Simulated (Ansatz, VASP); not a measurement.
# Sn: VASP beside Ansatz

INCAR

```
SYSTEM = Sn
PREC = Accurate ; ENCUT = 520
EDIFF = 1E-6 ; ISMEAR = -1
SIGMA = 0.1 ; LREAL = .FALSE.
LASPH = .TRUE. ; NELM = 100
ALGO = Normal ; ISIF = 2
LWAVE = .FALSE. ; LCHARG = .TRUE.
GGA = B5 ; ALDAX = 1.0
AGGAX = 1.0 ; AGGAC = 1.0
ALDAC = 0.0 ; LELF = .TRUE.
LVHAR = .TRUE. ; NBANDS = 13
```

The input KPOINTS:

```
Automatic mesh
0
G
  16 16 16
  0 0 0
```

The input POSCAR:

```
Sn
1.0
    3.0866991071      0.0000000000      0.0000000000
    0.0000000000      3.0866991071      0.0000000000
    0.0000000000      0.0000000000      3.0866991071
Sn
1
Direct
    0.0000000000      0.0000000000      0.0000000000
```

Input for Ansatz:

```yaml
crystal:
  lattice:
    - [3.0866991071, 0.0, 0.0]
    - [0.0, 3.0866991071, 0.0]
    - [0.0, 0.0, 3.0866991071]
  atoms:
    - { symbol: Sn, position: [0.0, 0.0, 0.0] }
hamiltonian:
  xc: blyp
  pseudopotentials:
    kind: paw
    azcp:
      Sn: "pseudopotentials/Sn.paw.azcp"
basis:
  ecutwfc: 420
  fft_grid_basis: typed
kpoints:
  mp_grid: { grid: [16, 16, 16], shift: [0, 0, 0] }
magnetization:
  spin_polarized: false
scf:
  occupations: { method: fermi_dirac, width: 0.1 }
output:
  stress: true
```

Alike in both runs: task single point; functional BLYP; k mesh 16 × 16 × 16; occupations fermi-dirac, width 0.1 eV; no spin polarisation.

|  | VASP | Ansatz |
| --- | --- | --- |
| version | VASP 6.6.1 | Ansatz 0.2.0 |
| potentials or method | VASP PAW PBE potentials, release 64 (Sn_d) | plane waves (420 eV) with PAW, scalar-relativistic |
| plane-wave cutoff (eV) | 520 | 420 |
| valence electrons in the cell | 14 | 14 |

|  | VASP | Ansatz | Ansatz less VASP |
| --- | --- | --- | --- |
| pressure (GPa) | 3.9 | 3.9 | -0.07 |

Caveats: the PAW data sets were made with another functional, which shifts forces and pressure a little (VASP).
